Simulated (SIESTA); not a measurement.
Runs of SIESTA 5.4.2 on Zn. The cell holds a slab with vacuum, 5 atoms: a = 2.617 Å, b = 2.619 Å, c = 24.717 Å, α = 90.00°, β = 90.00°, γ = 119.98°. The slab is cut from a database's or a generator's crystal, which needn't be the stable form of the element.

```tsv
task	level	potentials or basis	cell	k mesh	optimiser	force tolerance	fixed	gap on the mesh (eV)	largest force (eV/Å)	work function (eV)
atomic charges	PBEsol	PseudoDojo 0.4 standard (PBEsol files), DZP (energy shift 0.003 Ry; two zetas on semicore shells)	relaxed by the run before	9 × 9 × 1	-	-	-	none	0.12	3.91
single point	PBE	PseudoDojo 0.4 standard (PBE files), DZDP (energy shift 0.003 Ry; two zetas on semicore shells)	as given	8 × 8 × 1	-	-	-	none	(a)	-
single point	PBE	PseudoDojo 0.4 standard (PBE files), TZP (energy shift 0.003 Ry; two zetas on semicore shells)	as given	8 × 8 × 1	-	-	-	none	0.27	-
electrostatic potential	PBEsol	PseudoDojo 0.4 standard (PBEsol files), DZP (energy shift 0.003 Ry; two zetas on semicore shells)	relaxed by the run before	9 × 9 × 1	-	-	-	none	0.12	3.91
relaxation of the atoms	PBEsol	PseudoDojo 0.4 standard (PBEsol files), DZP (energy shift 0.003 Ry; two zetas on semicore shells)	atoms relaxed	9 × 9 × 1	FIRE	0.04 eV/Å	[0, 1]	none	0.12	-
single point	PBE	PseudoDojo 0.4 standard (PBE files), SZP (energy shift 0.003 Ry)	as given	8 × 8 × 1	-	-	-	none	0.46	-
band structure	PBEsol	PseudoDojo 0.4 standard (PBEsol files), DZP (energy shift 0.003 Ry; two zetas on semicore shells)	relaxed by the run before	9 × 9 × 1	-	-	-	none	0.12	-
single point	PBE	PseudoDojo 0.4 standard (PBE files), DZP (energy shift 0.003 Ry; two zetas on semicore shells)	as given	8 × 8 × 1	-	-	-	none	0.27	-
```

Alike in all rows: no spin polarisation; smearing fermi-dirac 0.05 eV; grid cutoff 800 Ry; energy shift 0.003 Ry.

Task: Estimate the missing entries.

Result: (a) 0.28.

Caveats: the valence orbitals were made in a potential fitted to the semicore shell under them, which widens gaps by tenths of an eV or more; the basis of atomic orbitals isn't converged, which shifts pressures, moduli and gaps.

A gap of «none» marks a metal or a gap under the smearing width.
